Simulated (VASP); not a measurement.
A run of VASP 6.6.1:

File INCAR:

```
SYSTEM = TiO2
PREC = Accurate
ENCUT = 520
EDIFF = 1E-6
ISMEAR = -1
SIGMA = 0.05
LREAL = .False.
LASPH = .True.
NELM = 100
ALGO = Normal
ISIF = 2
LWAVE = .False.
LCHARG = .False.
LMAXMIX = 4
METAGGA = RTPSS
LMIXTAU = .True.
NBANDS = 46
```

File KPOINTS:

```
regular mesh
0
Gamma
  7 5 3
  0 0 0
```

Contents of POSCAR:

```
TiO2
1.0
    2.9682645463      0.0000000000      0.0000000000
    0.0002080834      4.7076067549      0.0000000000
    1.4835696211      0.2423534620      7.0834647979
Ti O
3 6
Direct
    0.0033718700      0.0003888100      0.0007031900
    0.3446402100      0.4802596500      0.3169598700
    0.6617081400      0.5204743600      0.6844963600
    0.4400381600      0.1854376900      0.1285388000
    0.7779263400      0.2977287500      0.4518780700
    0.1012362400      0.3089534200      0.8062432200
    0.9064972100      0.6918369900      0.1951715700
    0.2294071500      0.7030072800      0.5495147300
    0.5680256700      0.8153000600      0.8728271800
```

The input KPOINTS_OPT:

```
path XGY,LGZ,NGM,RG
10
line-mode
reciprocal
 0.0000000000  0.0000000000  0.5000000000  X
 0.0000000000  0.0000000000  0.0000000000  G

 0.0000000000  0.0000000000  0.0000000000  G
 0.0000000000  0.5000000000  0.0000000000  Y

 0.0000000000  0.5000000000  0.5000000000  L
 0.0000000000  0.0000000000  0.0000000000  G

 0.0000000000  0.0000000000  0.0000000000  G
-0.5000000000 -0.5000000000 -0.5000000000  Z

-0.5000000000 -0.5000000000  0.0000000000  N
 0.0000000000  0.0000000000  0.0000000000  G

 0.0000000000  0.0000000000  0.0000000000  G
-0.5000000000  0.0000000000 -0.5000000000  M

-0.5000000000  0.0000000000  0.0000000000  R
 0.0000000000  0.0000000000  0.0000000000  G
```

Potentials or basis: VASP PAW PBE potentials, release 64 (Ti_sv, O).

Command:

```sh
$ cat potpaw_PBE.64/Ti_sv/POTCAR potpaw_PBE.64/O/POTCAR > POTCAR
$ mpirun -np 1 vasp_std > vasp.out
```

Hardware: 1 thread of Intel(R) Xeon(R) Platinum 8488C (Sapphire Rapids) (shared host).

**Question.** How long does it take, and how much memory?

**Answer.** It took 20 min on 1 thread of Intel(R) Xeon(R) Platinum 8488C (Sapphire Rapids), with other jobs on the host, peak memory 0.42 GiB. Counts: scf iterations 43, k points 53.
